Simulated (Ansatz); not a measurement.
**FeO under changes of volume**

One of the cells (10.695 Å³/atom); the others are scaled copies at fixed shape and fractional positions:

```
Fe O
1.0
    -1.60210    1.60210    2.08339
     1.60210   -1.60210    2.08339
     1.60210    1.60210   -2.08339
Fe O
1 1
Direct
  0.00000 0.00000 0.00000
  0.50000 0.50000 0.00000
```

The cell comes from a database or a generator and needn't be the stable form of this composition.

```yaml
Program: Ansatz 0.2.0
Functional: PBEsol
Potentials_or_basis: Ansatz PAW
Cutoff: "420 eV (not typed: the program's choice for these potentials)"
k_mesh: 12 × 12 × 12
Occupations: fermi-dirac, width 0.05 eV
Spin: collinear spin, ferromagnetic start
Starting_moments: "[3.0, 0.0] μB"
```

```tsv
volume (Å³/atom)	energy over the lowest point (meV/atom)	pressure (GPa)
10.053	0.00	-7.0
10.267	11.69	-10.4
10.481	27.72	-13.4
10.695	47.62	-16.1
10.909	?	?
11.123	97.22	-20.6
11.337	126.08	-22.4
```

Task: What does the run at 10.909 Å³/atom give?

Result: Energy over the lowest point 70.93 meV/atom; pressure -18.5 GPa.

Worked out: A Birch-Murnaghan fit of order 3 (a polynomial in V^(-2/3)) to the other rows has no minimum within the range. It gives 70.93 meV/atom at 10.909 Å³/atom, against the run's 70.93, and -dE/dV = -18.6 GPa, against -18.5.

Energies are extrapolated to zero smearing.

Caveats: a cell with one magnetic atom can't hold antiferromagnetic order, which such compounds often take; the PAW data sets come from PBE, with cores solved anew for the run's functional, which leaves a small shift of forces and pressure.
